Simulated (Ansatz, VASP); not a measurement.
One calculation of Lu, two programs

```
Lu
1.0
    -1.95411    1.95411    1.95411
     1.95411   -1.95411    1.95411
     1.95411    1.95411   -1.95411
Lu
1
Direct
  0.00000 0.00000 0.00000
```

This isn't the form of Lu at room conditions, which is hcp.

Alike in both runs: task relaxation of cell and atoms; functional PBEsol; k mesh 10 × 10 × 10; occupations fermi-dirac, width 0.05 eV; no spin polarisation.

|  | VASP | Ansatz |
| --- | --- | --- |
| version | VASP 6.6.1 | Ansatz 0.2.0 |
| potentials or method | VASP PAW PBE potentials, release 64 (Lu) | Ansatz PAW |
| plane-wave cutoff (eV) | 600 | 420 |
| valence electrons in the cell | 25 | 25 |

VASP gave:

```
gap on the k mesh at the Fermi level, each at its own relaxed structure (eV) : none
relaxed volume (Å³/atom)                                                     : 28.03
relaxed cell length with the largest relative difference (Å)                 : 3.315
energy change over the relaxation (meV/atom)                                 : -16
```

Task: Estimate Ansatz's values.

Result: gap on the k mesh at the Fermi level, each at its own relaxed structure (eV): none; relaxed volume (Å³/atom): 27.91; relaxed cell length with the largest relative difference (Å): 3.310; energy change over the relaxation (meV/atom): -18.

A gap of «none» marks a metal or a gap that the smearing closes.

Caveats: the PAW data sets were made with another functional, which shifts forces and pressure a little (VASP); the plane-wave basis is chosen anew once the cell has moved, so the energies of steps on either side of that aren't comparable (Ansatz); the PAW data sets come from PBE, with cores solved anew for the run's functional, which leaves a small shift of forces and pressure (Ansatz). Spin-orbit coupling is left out, which matters for the levels of Lu.
